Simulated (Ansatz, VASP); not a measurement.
**One calculation of Rb, two programs**

File INCAR:

```
SYSTEM = Rb
ALGO = Fast ; EDIFF = 1E-6
ENCUT = 520 ; GGA = PS
ISIF = 2 ; ISMEAR = 0
LASPH = .TRUE. ; LCHARG = .FALSE.
LREAL = .FALSE. ; LWAVE = .FALSE.
NBANDS = 10 ; NELM = 60
PREC = Accurate ; SIGMA = 0.15
```

File KPOINTS:

```
k-points
0
G
  12 12 12
  0 0 0
```

Contents of POSCAR:

```
Rb
1.0
   -2.7919700000      2.8060000000      2.8060000000
    2.7919700000     -2.8060000000      2.8060000000
    2.7919700000      2.8060000000     -2.8060000000
Rb
1
Direct
    0.0000000000      0.0000000000      0.0000000000
```

Input for Ansatz:

```yaml
crystal:
  lattice:
    - [-2.79197, 2.806, 2.806]
    - [2.79197, -2.806, 2.806]
    - [2.79197, 2.806, -2.806]
  atoms:
    - { symbol: Rb, position: [0.0, 0.0, 0.0] }
basis:
  ecutwfc: 420
kpoints:
  mp_grid: { grid: [12, 12, 12] }
hamiltonian:
  xc: pbesol
scf:
  occupations: { method: gaussian, width: 0.15 }
output:
  forces: true
  stress: true
  eigenvalues: true
```

Change from the starting cell: strain -0.0050 x Voigt [1, 0, 0, 0, 0, 0], atoms carried along.

Alike in both runs: task single point; functional PBEsol; k mesh 12 × 12 × 12; occupations gaussian, width 0.15 eV; no spin polarisation.

```csv
,VASP,Ansatz
version,VASP 6.6.1,Ansatz 0.2.0
potentials or method,"VASP PAW PBE potentials, release 64 (Rb_sv)","scalar-relativistic, plane waves, PAW"
plane-wave cutoff (eV),520,420
valence electrons in the cell,9,9
```

```csv
,VASP,Ansatz,Ansatz less VASP
gap on the k mesh at the Fermi level (eV),none,none,-
pressure (GPa),0.0,0.0,0.00
```

A gap of «none» marks a metal or a gap that the smearing closes. The functional is the same, so the differences come from potentials, cutoffs and numerics.

Caveats: the PAW data sets were made with another functional, which shifts forces and pressure a little (VASP).
